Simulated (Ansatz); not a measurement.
## Relativity in Nb

```xyz
1
Lattice="0.0000 2.1150 2.1150 2.1150 0.0000 2.1150 2.1150 2.1150 0.0000" Properties=species:S:1:pos:R:3 pbc="T T T"
Nb    0.0000    0.0000    0.0000
```

The conventional cell has a = 4.230 Å, b = 4.230 Å, c = 4.230 Å, α = 90.00°, β = 90.00°, γ = 90.00°. Around Nb (atom 1) lie 12 Nb at 2.99 Å.

The cell is COD entry 1534903, as deposited and not checked against the literature; nothing was relaxed.

One fixed cell is solved with PBE by full-potential LAPW in Ansatz 0.2.0 under different relativistic treatments. Pressure is positive in compression.

Numerical set-up: a Γ-centred 13×13×13 k mesh, Fermi–Dirac smearing of 0.08 eV, basis error target 0.25 meV/atom, no spin polarisation.

```csv
setting,P (GPa)
scalar-relativistic,-1.11
non-relativistic,?
with spin–orbit coupling,-1.08
"scalar-relativistic, inner shells corrected to Dirac",-1.10
```

What belongs in the row "non-relativistic", column "P (GPa)"?

-0.34.
